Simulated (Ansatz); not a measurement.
# WS2: uniaxial strain along a

One table from this session's results is given with a row withheld; the runs are named, their logs left out.

Computed with Ansatz 0.2.0 (DFT PBE, scalar-relativistic, plane waves, PAW, unless a step's input says otherwise).

**The system as given**

The structure is hexagonal, space group P6_3/mmc (No. 194). Conventional cell: a = 3.188 Å, b = 3.188 Å, c = 14.871 Å, α = 90.00°, β = 90.00°, γ = 120.00°. W (site symmetry -6m2) has 6 S at 2.42 Å in its first shell of neighbours. Around S (site symmetry 3m) lie 3 W at 2.42 Å.

As a file:

```
CELL_PARAMETERS angstrom
3.18778 0.00000 0.00000
-1.59389 2.76069 0.00000
0.00000 0.00000 14.87129
ATOMIC_POSITIONS crystal
W 0.33333 0.66667 0.25000
W 0.66667 0.33333 0.75000
S 0.33333 0.66667 0.64435
S 0.66667 0.33333 0.14435
S 0.33333 0.66667 0.85565
S 0.66667 0.33333 0.35565
```

It goes back to an entry of the Materials Project.

This cell was relaxed beforehand with the same method: volume 21.81 Å³/atom, gap on the mesh 1.63 eV.

The unstrained cell was computed beforehand with the same settings: E(σ→0) = -24382.8830 eV for 6 atoms, gap 1.63 eV over the zone.

The first run:

Contents of input.yaml:

```yaml
crystal:
  lattice:
    - [3.1240196532, 0.0, 0.0]
    - [-1.5620098266, 2.7744977382, 0.0]
    - [0.0, 0.0, 14.945642411]
  atoms:
    - { symbol: W, position: [0.3333333333, 0.6666666667, 0.25] }
    - { symbol: W, position: [0.6666666667, 0.3333333333, 0.75] }
    - { symbol: S, position: [0.3333333333, 0.6666666667, 0.644354158] }
    - { symbol: S, position: [0.6666666667, 0.3333333333, 0.144354158] }
    - { symbol: S, position: [0.3333333333, 0.6666666667, 0.855645842] }
    - { symbol: S, position: [0.6666666667, 0.3333333333, 0.355645842] }
basis:
  ecutwfc: 420
kpoints:
  mp_grid: { grid: [12, 12, 2] }
hamiltonian:
  xc: pbe
scf:
  occupations: { method: gaussian, width: 0.02 }
output:
  forces: true
  stress: true
  eigenvalues: true
relax:
  adjacent_minimum: "off"
  f_tol: 0.008
  max_steps: 40
  cell: { stress_tol: 0.015, fix: [a, angles] }
```

Command:

```sh
> ansatz run input.yaml --threads 1 --pin off --max-ram 2560MiB --backend cpu --events-out ev --progress --plain --runs-dir out
```

Steps of the session up to this table: At -2.0 %; The gap over the whole zone at -2.0 %; Strain +2.0 %; Seeking the band edges at +2.0 %; The cell strained by -4.0 %; Band edges over the zone at -4.0 %; The cell strained by +4.0 %; The gap over the whole zone at +4.0 %; The cell strained by -6.0 %; Seeking the band edges at -6.0 %; At +6.0 %; Band edges over the zone at +6.0 %.

One of the session's tables, all rows but one given; the rest of the session is left out.

It belongs to the step «Energy, stress and gap against strain». Lengths are those of the vectors of the cell that was run; stresses in GPa:

| strain (%) | ΔE (meV/atom) | a (Å) | b (Å) | c (Å) |
| --- | --- | --- | --- | --- |
| -6.0 | 54.5 | 2.997 | 3.170 | 15.095 |
| -4.0 | 22.8 | 3.060 | 3.175 | 15.024 |
| -2.0 | 5.4 | 3.124 | 3.182 | 14.949 |
| +0.0 | 0.0 | 3.188 | 3.188 | 14.871 |
| +2.0 | ? | ? | ? | ? |
| +4.0 | 18.0 | 3.315 | 3.198 | 14.726 |
| +6.0 | 38.2 | 3.379 | 3.203 | 14.648 |

**Question.** Estimate the row for strain (%) = +2.0.

Worked estimate for «ΔE (meV/atom)». A straight line through the neighbours (0.0, 0.0) and (4.0, 18.0) gives 0.0 + (18.0 − 0.0) × (2.0 − 0.0) / (4.0 − 0.0) = 9.0; a parabola fitted to 4 rows on both sides gives 4.7.

The run gave: ΔE (meV/atom): 4.8; a (Å): 3.252; b (Å): 3.193; c (Å): 14.799. In «ΔE (meV/atom)» the line misses by +4.2 and the parabola by -0.1.

ΔE is over the unstrained cell. Stress in GPa, positive in compression, on the Cartesian axes of the input.

Caveats from the session: Where a structure here is layered, its layers are held mostly by dispersion, which this level lacks, so their spacing and the stiffness across them are unreliable there. Warnings in the runs' records: symmetry narrowed by cell relaxation.
